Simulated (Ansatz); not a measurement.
# NaI: the cost of one run

Method: DFT PBEsol, scalar-relativistic, plane waves, PAW, in Ansatz 0.2.0.

1 further run of the same task is left out (set aside as unsound or not needed).

## Step 1: The starting structure

Symmetry: P6_3/mmc, No. 194, hexagonal system. Conventional cell: a = 4.183 Å, b = 4.183 Å, c = 6.808 Å, α = 90.00°, β = 90.00°, γ = 120.00°. Mg (site symmetry -3m) is surrounded by 6 Te at 2.95 Å. Te (site symmetry -6m2) has 6 Mg at 2.95 Å as nearest neighbours.

As a file:

```
Mg Te
1.0
     4.18250    0.00000    0.00000
    -2.09125    3.62216    0.00000
     0.00000    0.00000    6.80831
Mg Te
2 2
Direct
  0.00000 0.00000 0.50000
  0.00000 0.00000 0.00000
  0.33333 0.66667 0.25000
  0.66667 0.33333 0.75000
```

It goes back to an entry of the Materials Project, which need not be the stable form.

This cell was relaxed beforehand with the same method: volume 25.79 Å³/atom, gap on the mesh 0.83 eV.

## Step 2: Swap Mg → Na, Te → I

NaI starts from the relaxed positions of MgTe, with all lengths scaled by 1.063, a guess from tabulated radii.

## Step 3: A first look at the start (NaI)

Input file input.yaml:

```yaml
crystal:
  lattice:
    - [4.444903908, 0.0, 0.0]
    - [-2.222451954, 3.8493997017, 0.0]
    - [0.0, 0.0, 7.235448793]
  atoms:
    - { symbol: Na, position: [0.0, 0.0, 0.5] }
    - { symbol: Na, position: [0.0, 0.0, 0.0] }
    - { symbol: I, position: [0.3333333333, 0.6666666667, 0.25] }
    - { symbol: I, position: [0.6666666667, 0.3333333333, 0.75] }
basis:
  ecutwfc: 420
kpoints:
  mp_grid: { grid: [6, 6, 4] }
hamiltonian:
  xc: pbesol
scf:
  occupations: { method: gaussian, width: 0.1 }
output:
  forces: true
  stress: true
  eigenvalues: true
```

Launch:

```console
$ ansatz run input.yaml --threads 1 --pin off --max-ram 2560MiB --backend cpu --events-out ev --progress --plain --runs-dir out
```

Q: Estimate wall time and peak memory on 1 thread of Arm Neoverse V1, shared host.

About 4.6 s, with a peak of 0.37 GiB.
